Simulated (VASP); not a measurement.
# In (Im-3m) in VASP: settings compared, part 3 of 3

VASP 6.6.1. The steps go on from the part before.

## (6) Relaxation of cell and atoms, revPBE

Input file INCAR:

```
SYSTEM = In
PREC     = Accurate       ! precision mode
ENCUT    = 600            ! plane-wave cutoff, eV
EDIFF    = 1E-7           ! SCF threshold, eV
ISMEAR   = -1             ! smearing method
SIGMA    = 0.05           ! smearing width, eV
LREAL    = .False.        ! projectors in reciprocal space
LASPH    = .True.         ! aspherical terms in the spheres
NELM     = 80             ! most SCF steps
ALGO     = Normal         ! electronic algorithm
ISIF     = 3              ! what is computed and relaxed
LWAVE    = .False.        ! write WAVECAR
LCHARG   = .False.        ! write CHGCAR
GGA      = RE             ! functional
IBRION   = 2              ! ionic algorithm
NSW      = 40             ! ionic steps
EDIFFG   = -0.02          ! ionic threshold
```

Input file KPOINTS:

```
Automatic mesh
0
Gamma
  10 10 10
  0 0 0
```

Input file POSCAR:

```
In
1.0
   -1.8825252400      1.8825252400      1.8825252400
    1.8825252400     -1.8825252400      1.8825252400
    1.8825252400      1.8825252400     -1.8825252400
In
1
Direct
    0.0000000000      0.0000000000      0.0000000000
```

Potentials or basis: VASP PAW PBE potentials, release 64 (In_d).

Run with:

```bash
$ cat potpaw_PBE.64/In_d/POTCAR > POTCAR
$ mpirun -np 1 vasp_std > vasp.out
```

OUTCAR:

```text
SYSTEM = In
   PREC = Accurate
   ENCUT = 600
   EDIFF = 1E-7
   ISMEAR = -1
   LREAL = .False.
   LASPH = .True.
   NELM = 80
   ISIF = 3
   GGA = RE
   IBRION = 2
   NSW = 40
   EDIFFG = -0.02

 ion  position               nearest neighbor table
   1  0.000  0.000  0.000-

  LATTYP: Found a body centered cubic cell.
 ALAT       =     3.7650504800

  Lattice vectors:

 A1 = (  -1.8825252400,   1.8825252400,   1.8825252400)
 A2 = (   1.8825252400,  -1.8825252400,   1.8825252400)
 A3 = (   1.8825252400,   1.8825252400,  -1.8825252400)

Analysis of symmetry for initial positions (statically):
=====================================================================
 Subroutine PRICEL returns:
 Original cell was already a primitive cell.

 Routine SETGRP: Setting up the symmetry group for a
 body centered cubic supercell.

 Subroutine GETGRP returns: Found 48 space group operations
 (whereof 48 operations were pure point group operations)
 out of a pool of 48 trial point group operations.

The static configuration has the point symmetry O_h .

Analysis of symmetry for dynamics (positions and initial velocities):
=====================================================================
 Subroutine PRICEL returns:
 Original cell was already a primitive cell.

 Routine SETGRP: Setting up the symmetry group for a
 body centered cubic supercell.

 Subroutine GETGRP returns: Found 48 space group operations
 (whereof 48 operations were pure point group operations)
 out of a pool of 48 trial point group operations.

The dynamic configuration has the point symmetry O_h .

 Subroutine INISYM returns: Found 48 space group operations
 (whereof 48 operations are pure point group operations),
 and found     1 'primitive' translations

----------------------------------------------------------------------------------------

                                     Primitive cell

  volume of cell :      26.6859

  direct lattice vectors                    reciprocal lattice vectors
[... 94 lines left out ...]
   TEBEG  =    0.0;   TEEND  =   0.0 temperature during run
   PSTRESS=    0.0 pullay stress
   NELECT =      13.0000    total number of electrons
   NUPDOWN=      -1.0000    fix difference up-down
   EMIN   =  10.00;   EMAX   =-10.00  energy-range for DOS
   EFERMI =   0.00;   METHOD = LEGACY
   ISMEAR =    -1;   SIGMA  =   0.05  broadening in eV -4-tet -1-fermi 0-gaus
   EFERMI_NEDOS =   21; number of points for ismear=-14 and -15
   IALGO  =     38    algorithm
   IMIX   =      4    mixing-type and parameters
     AMIX     =   0.40;   BMIX     =  1.00
     AMIX_MAG =   1.60;   BMIX_MAG =  1.00
  volume/ion in A,a.u.               =      26.69       180.09
  Fermi-wavevector in a.u.,A,eV,Ry     =   1.288136  2.434225 22.576080  1.659295
  Thomas-Fermi vector in A             =   2.420108
   LORBIT       =      0    0 simple, 1 ext, 2 COOP (PROOUT), +10 PAW based schemes
   GGA     = RE    functional components
   LHFCALC =     F    Hartree Fock is set to
   AEXX    =    0.0000 exact exchange contribution
   IVDW    =     0    specifies the selected vdW correction
   LEPSILON=     F    determine dielectric tensor
   LRPA    =     F    only Hartree local field effects (RPA)
 conjugate gradient relaxation of ions
 non-spin polarized calculation
  energy-cutoff  :      600.00
  volume of cell :       26.69
 maximum number of plane-waves:       935
 NGX is ok and might be reduce to    28
   NGX = 13   NGY = 13   NGZ = 13

--------------------------------------- Ionic step        1  -------------------------------------------

 number of electron      12.9999996 magnetization

 Free energy of the ion-electron system (eV)
  ---------------------------------------------------
  ext. energy  EPLUGINS =         0.00000000
  ---------------------------------------------------
  free energy    TOTEN  =        -2.24246887 eV

  energy without entropy =       -2.23694958  energy(sigma->0) =       -2.23970923

 E-fermi :   7.3432     XC(G=0): -10.0920

 val. band max:        7.0912207122   @ k =   0.3000   0.2000   0.0000
 cond. band min:       7.3470148051   @ k =   0.2000   0.2000   0.2000
 fundamental gap:      0.2557940929
 Fermi energy:         7.3431631563

 k-point     1 :       0.0000    0.0000    0.0000
  band No.  band energies     occupation
      1      -7.3030      2.00000
      2      -7.3030      2.00000
      3      -7.3030      2.00000
      4      -7.0406      2.00000
      5      -7.0406      2.00000
      6      -1.9968      2.00000
      7      18.3523      0.00000
      8      18.3523      0.00000
      9      18.3523      0.00000
     10      20.3073      0.00000
[... 368 lines left out ...]
--------------------------------------- Ionic step        3  -------------------------------------------

 number of electron      13.0000006 magnetization

 Free energy of the ion-electron system (eV)
  ---------------------------------------------------
  ext. energy  EPLUGINS =         0.00000000
  ---------------------------------------------------
  free energy    TOTEN  =        -2.25869506 eV

  energy without entropy =       -2.25387093  energy(sigma->0) =       -2.25628300

 E-fermi :   6.5348     XC(G=0):  -9.7416

 val. band max:        6.5257520425   @ k =  -0.3000   0.5000   0.1000
 cond. band min:       6.5540528092   @ k =  -0.4000   0.4000   0.2000
 fundamental gap:      0.0283007666
 Fermi energy:         6.5348292744

 k-point     1 :       0.0000    0.0000    0.0000
  band No.  band energies     occupation
      1      -8.0328      2.00000
      2      -8.0328      2.00000
      3      -8.0328      2.00000
      4      -7.8170      2.00000
      5      -7.8170      2.00000
      6      -2.3083      2.00000
      7      16.7616      0.00000
      8      16.7616      0.00000
      9      16.7616      0.00000
     10      19.2698      0.00000
[... 327 lines left out ...]
  FREE ENERGIE OF THE ION-ELECTRON SYSTEM (eV)
  ---------------------------------------------------
  free  energy   TOTEN  =        -2.2586950648 eV

  energy  without entropy=       -2.2538709276  energy(sigma->0) =       -2.25628300

 reached required accuracy - stopping structural energy minimisation
```

OSZICAR:

```text
N       E                     dE             d eps       ncg     rms          rms(c)
DAV:   1     0.752845126381E+02    0.75285E+02   -0.70413E+03   942   0.179E+03
[... 25 lines left out ...]
DAV:   3    -0.225880749216E+01    0.21644E-02   -0.75808E-03  1204   0.194E+00    0.122E-01
DAV:   4    -0.225874556965E+01    0.61923E-04   -0.11195E-04   998   0.121E-01    0.796E-02
DAV:   5    -0.225869742273E+01    0.48147E-04   -0.59397E-05  1004   0.475E-02    0.234E-02
DAV:   6    -0.225869416779E+01    0.32549E-05   -0.15740E-05  1038   0.298E-02    0.781E-03
DAV:   7    -0.225869492433E+01   -0.75654E-06   -0.83862E-07  1008   0.675E-03    0.831E-04
DAV:   8    -0.225869511317E+01   -0.18884E-06   -0.26815E-08   590   0.171E-03    0.411E-04
DAV:   9    -0.225869506479E+01    0.48383E-07   -0.35647E-09   554   0.797E-04
   3 F= -.22586951E+01 E0= -.22562830E+01  d E =-.162262E-01
```

Wall time 21 s (1 thread of Intel Xeon Platinum 8559C (Emerald Rapids), shared host); peak memory 0.17 GiB.

Results:

```
Free energy                            : -2.2587 eV
Relaxed volume                         : 28.76 Å³/atom
Relaxed cell                           : a = 3.343 Å, b = 3.343 Å, c = 3.343 Å, α = 109.47°, β = 109.47°, γ = 109.47°
Space group after relaxing (to 0.05 Å) : Im-3m (No. 229)
Energy gained by relaxing              : 16.2 meV/atom
Ionic steps                            : 3
Pressure after relaxing                : 0.0 GPa
Band gap on the k mesh                 : none (metal or under the smearing width)
```

Step by step:
```csv
step,energy change (eV),largest force (eV/Å),pressure (GPa),volume (Å³)
1,0.0000,0.0000,2.69,26.69
2,-0.0159,0.0000,0.33,28.45
3,-0.0162,0.0000,-0.01,28.76
```

Final structure:
```xyz
1
Lattice="-1.9300 1.9300 1.9300 1.9300 -1.9300 1.9300 1.9300 1.9300 -1.9300" Properties=species:S:1:pos:R:3 pbc="T T T"
In    0.0000    0.0000    0.0000
```

Caveat: the PAW data sets were made with another functional, which shifts forces and pressure a little.

## (7) For comparison

An earlier run on the cell as given: functional PBEsol; potentials or basis VASP PAW PBE potentials, release 64 (In_d); cutoff 520 eV; k mesh 10 × 10 × 10; occupations fermi-dirac, width 0.05 eV; no spin polarisation.

- Pressure: -1.4 GPa
- Band gap on the k mesh: none (metal or under the smearing width)

## (8) Overview

| task | level | potentials or basis | cell | cutoff (eV) | ladder | gap on the mesh (eV) | pressure (GPa) | relaxed volume (Å³/atom) |
| --- | --- | --- | --- | --- | --- | --- | --- | --- |
| relaxation of cell and atoms | LDA | VASP PAW LDA potentials, release 64 (In_d) | relaxed | 600 | - | none | -0.1 | 24.92 |
| relaxation of cell and atoms | PBE | VASP PAW PBE potentials, release 64 (In_d) | relaxed | 600 | - | none | 0.0 | 27.81 |
| relaxation of cell and atoms | PBEsol | VASP PAW PBE potentials, release 64 (In_d) | relaxed | 600 | - | none | -0.1 | 25.84 |
| relaxation of cell and atoms | RPBE | VASP PAW PBE potentials, release 64 (In_d) | relaxed | 600 | - | none | 0.0 | 29.14 |
| relaxation of cell and atoms | revPBE | VASP PAW PBE potentials, release 64 (In_d) | relaxed | 600 | - | none | 0.0 | 28.76 |
| single point | PBEsol | VASP PAW PBE potentials, release 64 (In_d) | as given | 520 | free | none | -1.4 | - |

Alike in all rows: no spin polarisation; k mesh 10 × 10 × 10; smearing fermi-dirac 0.05 eV.

Caveats: the PAW data sets were made with another functional, which shifts forces and pressure a little (some runs).

Absolute energies hang on the potentials; compare differences alone.
